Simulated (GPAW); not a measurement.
Here is a GPAW 26.7.0 calculation.

The input run.py:

```python
from ase.eos import EquationOfState
from ase.io import Trajectory
from ase.spacegroup import crystal
from ase.units import GPa
from gpaw import GPAW, PW, setup_paths

setup_paths.insert(0, '.')

# As 4c
# B 4a
atoms = crystal(['As', 'B'],
                basis=[[0.25, 0.25, 0.25],
                       [0.0, 0.0, 0.0]],
                spacegroup=216, setting=1,  # F-43m
                cellpar=[4.777, 4.777, 4.777, 90.0, 90.0, 90.0],
                primitive_cell=True)

traj = Trajectory('eos.traj', 'w')
volumes, energies = [], []
for x in [0.94, 0.96, 0.98, 1.0, 1.02, 1.04, 1.06]:
    a = atoms.copy()
    a.set_cell(atoms.cell * x**(1 / 3), scale_atoms=True)
    calc = GPAW(mode=PW(800),
                xc='PBE',
                kpts={'size': (8, 8, 8), 'gamma': True},
                occupations={'name': 'fermi-dirac', 'width': 0.05},
                nbands=11,
                convergence={'density': 1e-05, 'energy': 1e-05},
                maxiter=150,
                txt=f'eos-{x:.2f}.txt')
    a.calc = calc
    energies.append(a.get_potential_energy(force_consistent=True))
    volumes.append(a.get_volume())
    p = -a.get_stress()[:3].mean() / GPa
    calc.write(f'eos-{x:.2f}.gpw')
    traj.write(a)
    print(f'{x:.2f} {volumes[-1]:10.4f} A^3 {energies[-1]:14.6f} eV {p:9.3f} GPa', flush=True)

v0, e0, B = EquationOfState(volumes, energies, eos='birchmurnaghan').fit()
print(f'V0 = {v0:.4f} A^3, E0 = {e0:.6f} eV, B0 = {B / GPa:.2f} GPa')
```

Potentials or basis: PAW data sets generated in the run's folder for this functional, pw.

Launch:

```console
$ gpaw-setup -f PBE As B
$ OMP_NUM_THREADS=1 python run.py
```

Task: Predict the bulk modulus.

Result: 132 GPa.

Task: Estimate the equilibrium volume.

Result: 13.96 Å³/atom.

Task: What does it give for the pressure derivative of the bulk modulus?

Result: 4.1.

Energy against volume, from the lowest point:
```csv
volume (Å³/atom),energy (meV/atom)
12.809,45.50
13.081,25.55
13.354,11.70
13.626,3.37
13.899,0.00
14.171,1.14
14.444,6.35
```

PBE usually gives volumes a little too large and moduli too small.

**What was measured.**

“Basic Physical Properties of Cubic Boron Arsenide”, 2019, arxiv:1911.11281 quotes, for a bulk crystal of BAs: bulk modulus 148 GPa.

Against the measured bulk modulus of BAs, 148 GPa (quoted in “Basic Physical Properties of Cubic Boron Arsenide”, 2019, arxiv:1911.11281), the calculated 132 GPa is off by -10.6 %. The fit is for a static lattice scaled at fixed shape and fixed fractional positions.
